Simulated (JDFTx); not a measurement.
Crystal: CoO.

```
CELL_PARAMETERS angstrom
1.50547 0.86918 2.43993
-1.50547 0.86918 2.43993
0.00000 -1.73837 2.43993
ATOMIC_POSITIONS crystal
Co 0.00000 0.00000 0.00000
O 0.50000 0.50000 0.50000
```

The cell is a database's computed one.

Alike in all runs: program JDFTx 1.7.0 (patched build); functional PBE; potentials or basis PseudoDojo-SR-PBE-0.5-standard with smoothed tails; cutoff 1306 eV; density cutoff 10449 eV; k mesh 9 × 9 × 9; occupations fermi-dirac, width 0.05 eV.

Only the start or the spin constraint differs. Which run ends lowest in energy?
A. collinear spin, ferromagnetic start of up to 2 μB; fixed moment 0
B. collinear spin, ferromagnetic start of up to 2 μB; fixed moment 1
C. collinear spin, ferromagnetic start of up to 2 μB; fixed moment 3
D. collinear spin, ferromagnetic start of up to 2 μB; fixed moment 4
E. collinear spin, ferromagnetic start of up to 2 μB; fixed moment 2

C.

```tsv
start	free energy over the lowest (meV/atom)	net moment (μB)	site or absolute moments (μB)	gap
collinear spin, ferromagnetic start of up to 2 μB; fixed moment 4	1286.3	4.00	Co +3.15; O +0.76	-
collinear spin, ferromagnetic start of up to 2 μB; fixed moment 2	76.1	2.00	Co +1.90; O +0.11	-
collinear spin, ferromagnetic start of up to 2 μB; fixed moment 0	302.9	0.00	absolute 0.00	-
collinear spin, ferromagnetic start of up to 2 μB; fixed moment 1	214.9	1.00	Co +1.02; O -0.02	-
collinear spin, ferromagnetic start of up to 2 μB; fixed moment 3	0.0	3.00	Co +2.59; O +0.41	-
```

All polarised runs hold their moment fixed, so the table maps the energy against it. A still lower state may exist.

Caveats: the total moment is fixed, so each spin has its own Fermi level; a cell with one magnetic atom can't hold antiferromagnetic order, which such compounds often take (some runs); the moment is held away from its start (some runs); the starting moments collapsed, and a magnetic state may lie lower (some runs).
